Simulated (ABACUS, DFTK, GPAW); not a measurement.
**PBE equilibrium volume of 8 crystals in 3 set-ups**

The same calculation (PBE, Γ-centred k mesh with a spacing near 0.25 Å⁻¹, Fermi-Dirac smearing of 0.05 eV, no spin-orbit coupling) was run on each cell with:

- A: DFTK, PseudoDojo 0.4.1 standard (PBE), cutoffs 898 to 1143 eV
- B: ABACUS, PseudoDojo NC SR 0.4.1 PBE standard, cutoffs 898 to 1143 eV
- C: GPAW, GPAW PAW data sets (gpaw-data 1.2.1), cutoffs 600 to 800 eV

Volumes are energy minima over scaled cells at fixed shape and fractions. Not every cell is the stable form of its formula. Spin polarisation and spin-orbit coupling are off unless named.

| crystal | A (Å³/atom) | B (Å³/atom) | C (Å³/atom) |
| --- | --- | --- | --- |
| SiC (P6_3mc, 4 atoms) | 10.519 | 10.518 | 10.586 |
| AlN (F-43m) | 10.652 | 10.652 | 10.750 |
| TaN (Fm-3m) | 10.760 | 10.760 | 10.783 |
| HfC (Fm-3m) | 12.593 | 12.592 | 12.646 |
| KTaO3 (Pm-3m) | 12.974 | 12.972 | 13.090 |
| W (Im-3m) | 16.153 | 16.155 | 16.134 |
| TiAl (P4/mmm, 2 atoms) | 16.227 | 16.230 | 16.297 |
| Zr (P6_3/mmc, 2 atoms) | 23.420 | 23.427 | 23.346 |

Against the median of the set-ups for each crystal, the mean absolute deviation is A 0.00, B 0.01, C 0.49 %. The largest single deviation is +0.92 %, for AlN in C. The figures use the values as printed. A median is no reference: set-ups on one family of potentials pull it their way. Meshes of this size aren't converged for metals, which the comparison doesn't need. The functional is the same throughout, so these differences measure potentials, basis sets and numerical settings.
